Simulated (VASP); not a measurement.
# CoO in VASP: notebook

One slab, CoO, is run at these levels: PBEsol; tasks: single point.

Program: VASP 6.6.1. These are calculated values, not measurements. Logs are shortened: lines on timing, memory, paths and dates and some standing lists are left out, and cuts for length are marked.

## Step 1: Starting point

The cell holds a slab with vacuum, 12 atoms: a = 3.016 Å, b = 3.016 Å, c = 20.536 Å, α = 90.00°, β = 90.00°, γ = 90.00°.

## Step 2: Single point, PBEsol, collinear spin, ferromagnetic start

The input, INCAR:

```
SYSTEM = CoO
  PREC = Accurate
  ENCUT = 460
  EDIFF = 1E-7
  ISMEAR = 1
  SIGMA = 0.1
  LREAL = .False.
  LASPH = .True.
  NELM = 120
  ALGO = Normal
  ISIF = 2
  LWAVE = .False.
  LCHARG = .False.
  ISPIN = 2
  MAGMOM = 2 2 2 2 2 2 0 0 0 0 0 0
  LORBIT = 11
  LMAXMIX = 4
  LDIPOL = .True.
  IDIPOL = 3
  DIPOL = 0.5 0.5 0.500
  GGA = PS
  NBANDS = 65
  LVHAR = .True.
  LVACPOTAV = .True.
```

The input, KPOINTS:

```
Automatic mesh
0
Gamma
  11 11 1
  0 0 0
```

The input, POSCAR:

```
CoO
1.0
    3.0160003058      0.0000000000      0.0000000000
    0.0000000000      3.0160003058      0.0000000000
    0.0000000000      0.0000000000     20.5362497745
Co O
6 6
Direct
    0.5000000000      0.5000000000      0.2434719121
    0.0000000000      0.0000000000      0.3460831473
    0.5000000000      0.5000000000      0.4486943824
    0.0000000000      0.0000000000      0.5513056176
    0.5000000000      0.5000000000      0.6539168527
    0.0000000000      0.0000000000      0.7565280879
    0.0000000000      0.0000000000      0.2434719121
    0.5000000000      0.5000000000      0.3460831473
    0.0000000000      0.0000000000      0.4486943824
    0.5000000000      0.5000000000      0.5513056176
    0.0000000000      0.0000000000      0.6539168527
    0.5000000000      0.5000000000      0.7565280879
```

Potentials or basis: VASP PAW PBE potentials, release 64 (Co, O).

The run is started by

```
$ cat potpaw_PBE.64/Co/POTCAR potpaw_PBE.64/O/POTCAR > POTCAR
$ mpirun -np 1 vasp_std > vasp.out
```

OUTCAR:

```text
SYSTEM = CoO
   PREC = Accurate
   ENCUT = 460
   EDIFF = 1E-7
   ISMEAR = 1
   LREAL = .False.
   LASPH = .True.
   NELM = 120
   ISIF = 2
   ISPIN = 2
   LORBIT = 11
   GGA = PS

 Found     21 irreducible k-points:

 Following reciprocal coordinates:
            Coordinates               Weight
  0.000000  0.000000  0.000000      1.000000
  0.090909  0.000000  0.000000      4.000000
  0.181818  0.000000  0.000000      4.000000
  0.272727  0.000000  0.000000      4.000000
  0.363636  0.000000  0.000000      4.000000
  0.454545  0.000000  0.000000      4.000000
   k-points           NKPTS =     21   k-points in BZ     NKDIM =     21   number of bands    NBANDS=     65
   number of dos      NEDOS =    301   number of ions     NIONS =     12
   total plane-waves  NPLWV =  82944
   dimension x,y,z NGX =    24 NGY =   24 NGZ =  144
   dimension x,y,z NGXF=    48 NGYF=   48 NGZF=  288
   ions per type =               6   6
   NGX,Y,Z   is equivalent  to a cutoff of  13.23, 13.23, 11.66 a.u.
   NGXF,Y,Z  is equivalent  to a cutoff of  26.46, 26.46, 23.31 a.u.
 SYSTEM =  CoO
   PREC   = accura    normal or accurate (medium, high low for compatibility)
   ISTART =      0    job   : 0-new  1-cont  2-samecut
   ICHARG =      2    charge: 1-file 2-atom 10-const
   ISPIN  =      2    spin polarized calculation?
   LNONCOLLINEAR =      F non collinear calculations
   LSORBIT =      F    spin-orbit coupling
   LASPH  =      T    aspherical Exc in radial PAW
   ENCUT  =  460.0 eV  33.81 Ry    5.81 a.u.   5.27  5.27 35.91*2*pi/ulx,y,z
   NELM   =    120;   NELMIN=  2; NELMDL= -5     # of ELM steps
   EDIFF  = 0.1E-06   stopping-criterion for ELM
   LREAL  =      F    real-space projection
   EDIFFG = 0.1E-05   stopping-criterion for IOM
   NSW    =      0    number of steps for IOM
   IBRION =     -1    ionic relax: 0-MD 1-quasi-New 2-CG
   NFREE  =      0    steps in history (QN), initial steepest desc. (CG)
   ISIF   =      2    stress and relaxation
   ISYM   =      2    0-nonsym 1-usesym 2-fastsym
   POTIM  = 0.5000    time-step for ionic-motion
   TEBEG  =    0.0;   TEEND  =   0.0 temperature during run
   PSTRESS=    0.0 pullay stress
   NELECT =      90.0000    total number of electrons
   NUPDOWN=      -1.0000    fix difference up-down
   EMIN   =  10.00;   EMAX   =-10.00  energy-range for DOS
   EFERMI =   0.00;   METHOD = LEGACY
   ISMEAR =     1;   SIGMA  =   0.10  broadening in eV -4-tet -1-fermi 0-gaus
   EFERMI_NEDOS =   21; number of points for ismear=-14 and -15
   IALGO  =     38    algorithm
   IMIX   =      4    mixing-type and parameters
     AMIX     =   0.40;   BMIX     =  1.00
     AMIX_MAG =   1.60;   BMIX_MAG =  1.00
  volume/ion in A,a.u.               =      15.57       105.05
  Fermi-wavevector in a.u.,A,eV,Ry     =   1.283397  2.425269 22.410264  1.647108
  Thomas-Fermi vector in A             =   2.415652
   LORBIT       =     11    0 simple, 1 ext, 2 COOP (PROOUT), +10 PAW based schemes
   GGA     = PS    functional components
   LHFCALC =     F    Hartree Fock is set to
   AEXX    =    0.0000 exact exchange contribution
   IVDW    =     0    specifies the selected vdW correction
   LEPSILON=     F    determine dielectric tensor
   LRPA    =     F    only Hartree local field effects (RPA)
 spin polarized calculation
 Methfessel and Paxton  Order N= 1 SIGMA  =   0.10
  energy-cutoff  :      460.00
  volume of cell :      186.80
 maximum number of plane-waves:      4239
 NGX is ok and might be reduce to    24
   NGX = 11   NGY = 11   NGZ = 71

 dipolmoment           0.000000      0.000000     -0.000000 electrons x Angstroem

 number of electron      89.9999984 magnetization      17.8679194

 dipolmoment           0.000000      0.000000      0.000000 electrons x Angstroem

 Free energy of the ion-electron system (eV)
  ---------------------------------------------------
  ext. energy  EPLUGINS =         0.00000000
  ---------------------------------------------------
  free energy    TOTEN  =       -82.65561534 eV

  energy without entropy =      -82.66576214  energy(sigma->0) =      -82.65899761

 E-fermi :   3.3096     XC(G=0):  -8.5270

 val. band max:        3.3071630228   @ k =   0.3636   0.2727   0.0000
 cond. band min:       3.3120419912   @ k =   0.2727   0.2727   0.0000
 fundamental gap:      0.0048789684
 Fermi energy:         3.3096069811

 spin component 1

 k-point     1 :       0.0000    0.0000    0.0000
  band No.  band energies     occupation
      1     -16.8802      1.00000
      2     -16.5861      1.00000
      3     -16.2089      1.00000
      4     -15.8634      1.00000
      5     -15.5198      1.00000
      6     -15.5039      1.00000
[... 49 lines left out ...]
     56       4.4271     -0.00000
     57       5.5383      0.00000

 k-point     2 :       0.0909    0.0000    0.0000
  band No.  band energies     occupation
      1     -16.8236      1.00000
      2     -16.5347      1.00000
      3     -16.1666      1.00000
      4     -15.8340      1.00000
      5     -15.4901      1.00000
      6     -15.4776      1.00000
[... 49 lines left out ...]
     56       4.7106     -0.00000
     57       5.7007      0.00000

 k-point     3 :       0.1818    0.0000    0.0000
  band No.  band energies     occupation
      1     -16.6633      1.00000
      2     -16.3906      1.00000
      3     -16.0514      1.00000
      4     -15.7599      1.00000
      5     -15.4108      1.00000
      6     -15.4061      1.00000
[... 49 lines left out ...]
     56       5.4091      0.00000
     57       6.1756      0.00000

 k-point     4 :       0.2727    0.0000    0.0000
  band No.  band energies     occupation
      1     -16.4255      1.00000
      2     -16.1829      1.00000
      3     -15.8973      1.00000
      4     -15.6818      1.00000
      5     -15.3091      1.00000
      6     -15.3080      1.00000
[... 49 lines left out ...]
     56       6.2751      0.00000
     57       6.9257      0.00000

 k-point     5 :       0.3636    0.0000    0.0000
  band No.  band energies     occupation
      1     -16.1533      1.00000
      2     -15.9595      1.00000
      3     -15.7609      1.00000
      4     -15.6557      1.00000
      5     -15.2151      1.00000
      6     -15.2148      1.00000
[... 49 lines left out ...]
     56       7.1682      0.00000
     57       7.8459      0.00000

 k-point     6 :       0.4545    0.0000    0.0000
  band No.  band energies     occupation
      1     -15.9024      1.00000
      2     -15.7827      1.00000
      3     -15.7258      1.00000
      4     -15.7095      1.00000
      5     -15.1589      1.00000
      6     -15.1578      1.00000
[... 49 lines left out ...]
     56       7.9363      0.00000
     57       8.4024      0.00000

 [... further k-points ...]

 spin component 2

 k-point     1 :       0.0000    0.0000    0.0000
  band No.  band energies     occupation
      1     -16.2953      1.00000
      2     -15.9906      1.00000
      3     -15.6090      1.00000
      4     -15.2488      1.00000
      5     -14.9339      1.00000
      6     -14.8979      1.00000
[... 49 lines left out ...]
     56       5.0597     -0.00000
     57       6.1567      0.00000

 k-point     2 :       0.0909    0.0000    0.0000
  band No.  band energies     occupation
      1     -16.2368      1.00000
      2     -15.9371      1.00000
      3     -15.5644      1.00000
      4     -15.2165      1.00000
      5     -14.9054      1.00000
      6     -14.8750      1.00000
[... 49 lines left out ...]
     56       5.3479      0.00000
     57       6.2953      0.00000

 k-point     3 :       0.1818    0.0000    0.0000
  band No.  band energies     occupation
      1     -16.0708      1.00000
      2     -15.7871      1.00000
      3     -15.4422      1.00000
      4     -15.1334      1.00000
      5     -14.8305      1.00000
      6     -14.8144      1.00000
[... 49 lines left out ...]
     56       6.0690      0.00000
     57       6.7464      0.00000

 k-point     4 :       0.2727    0.0000    0.0000
  band No.  band energies     occupation
      1     -15.8237      1.00000
      2     -15.5694      1.00000
      3     -15.2762      1.00000
      4     -15.0427      1.00000
      5     -14.7367      1.00000
      6     -14.7350      1.00000
[... 49 lines left out ...]
     56       6.9428      0.00000
     57       7.5271      0.00000

 k-point     5 :       0.3636    0.0000    0.0000
  band No.  band energies     occupation
      1     -15.5390      1.00000
      2     -15.3329      1.00000
      3     -15.1249      1.00000
      4     -15.0096      1.00000
      5     -14.6580      1.00000
      6     -14.6568      1.00000
[... 49 lines left out ...]
     56       7.8074      0.00000
     57       8.4543      0.00000

 k-point     6 :       0.4545    0.0000    0.0000
  band No.  band energies     occupation
      1     -15.2739      1.00000
      2     -15.1429      1.00000
      3     -15.0849      1.00000
      4     -15.0644      1.00000
      5     -14.6120      1.00000
      6     -14.6106      1.00000
[... 49 lines left out ...]
     56       8.5529      0.00000
     57       8.7653      0.00000

 [... further k-points ...]

 [bands above 57 left out]

------------------------ aborting loop because EDIFF is reached ----------------------------------------

  FORCE on cell =-STRESS in cart. coord.  units (eV):
  Direction    XX          YY          ZZ          XY          YZ          ZX
  --------------------------------------------------------------------------------------
  -------------------------------------------------------------------------------------
  Total      -12.7241809    -12.7241809     -6.7748756      0.0000000      0.0000000     -0.0000000
  in kB     -109.1331059   -109.1331059    -58.1069405      0.0000000      0.0000000     -0.0000000
  external PRESSURE =     -92.1243841 kB  Pullay stress =       0.0000000 kB

 VOLUME and BASIS-vectors are now :
 -----------------------------------------------------------------------------
  energy-cutoff  :      460.00
  volume of cell :      186.80
      direct lattice vectors                 reciprocal lattice vectors
     3.016000306  0.000000000  0.000000000     0.331564953  0.000000000  0.000000000
     0.000000000  3.016000306  0.000000000     0.000000000  0.331564953  0.000000000
     0.000000000  0.000000000 20.536249774     0.000000000  0.000000000  0.048694382

 POSITION                                       TOTAL-FORCE (eV/Angst)
 -----------------------------------------------------------------------------------
      1.50800      1.50800      5.00000         0.000000     -0.000000      0.766583
      0.00000      0.00000      7.10725        -0.000000      0.000000     -0.252312
      1.50800      1.50800      9.21450         0.000000      0.000000      0.033304
      0.00000      0.00000     11.32175         0.000000      0.000000     -0.033304
      1.50800      1.50800     13.42900         0.000000      0.000000      0.252312
      0.00000      0.00000     15.53625         0.000000      0.000000     -0.766583
      0.00000      0.00000      5.00000         0.000000      0.000000     -0.015879
      1.50800      1.50800      7.10725        -0.000000      0.000000     -0.094824
      0.00000      0.00000      9.21450         0.000000      0.000000      0.068474
      1.50800      1.50800     11.32175         0.000000      0.000000     -0.068474
      0.00000      0.00000     13.42900         0.000000      0.000000      0.094824
      1.50800      1.50800     15.53625         0.000000     -0.000000      0.015879
 -----------------------------------------------------------------------------------
    total drift:                                0.000000     -0.000000      0.000000

  FREE ENERGIE OF THE ION-ELECTRON SYSTEM (eV)
  ---------------------------------------------------
  free  energy   TOTEN  =       -82.6556153406 eV

  energy  without entropy=      -82.6657621378  energy(sigma->0) =      -82.65899761

 vacuum level on the upper side and lower side of the slab         7.307         7.307

 total charge

# of ion       s       p       d       tot
------------------------------------------
    1        0.285   0.313   7.129   7.727
    2        0.304   0.372   7.133   7.809
    3        0.300   0.367   7.145   7.812
    4        0.300   0.367   7.145   7.812
    5        0.304   0.372   7.133   7.809
    6        0.285   0.313   7.129   7.727
    7        1.558   3.362   0.000   4.920
    8        1.558   3.406   0.000   4.964
    9        1.558   3.407   0.000   4.966
   10        1.558   3.407   0.000   4.966
   11        1.558   3.406   0.000   4.964
   12        1.558   3.362   0.000   4.920
--------------------------------------------------
tot         11.126  22.454  42.814  76.395

 magnetization (x)

# of ion       s       p       d       tot
------------------------------------------
    1        0.026   0.023   2.468   2.517
    2        0.019   0.015   2.581   2.615
    3        0.020   0.018   2.566   2.604
    4        0.020   0.018   2.566   2.604
    5        0.019   0.015   2.581   2.615
    6        0.026   0.023   2.468   2.517
    7        0.023   0.270   0.000   0.293
    8        0.031   0.325   0.000   0.356
    9        0.030   0.312   0.000   0.342
   10        0.030   0.312   0.000   0.342
   11        0.031   0.325   0.000   0.356
   12        0.023   0.270   0.000   0.293
--------------------------------------------------
tot          0.298   1.926  15.230  17.454
```

Run time: 11 min. Hardware: 1 thread of Intel Xeon 6975P-C (Granite Rapids), shared host; peak memory 0.5 GiB.

These settings aren't checked as converged: the numbers below hold their error.

Results:

```
Free energy                                           : -82.6556 eV
Largest force                                         : 0.767 eV/Å
Band gap on the k mesh                                : none (metal or under the smearing width)
Net moment                                            : 17.87 μB per cell
Site moments                                          : Co +2.52, +2.62, +2.60; O +0.29, +0.36, +0.34 μB
Valence electrons inside the program's atomic spheres : Co 7.73, 7.81; O 4.92, 4.96, 4.97
Work function of the upper face                       : 4.00 eV
Work function of the lower face                       : 4.00 eV
```

Caveat: the cutoff is under 1.25 times the usual one of these potentials, so pressure, stress and relaxed cells hold a basis-set (Pulay) error; the PAW data sets were made with another functional, which shifts forces and pressure a little; semilocal functionals often make such compounds metallic where correlation or magnetic order opens a gap, which also shifts bond lengths.

(Continued in part 2 of 2.)
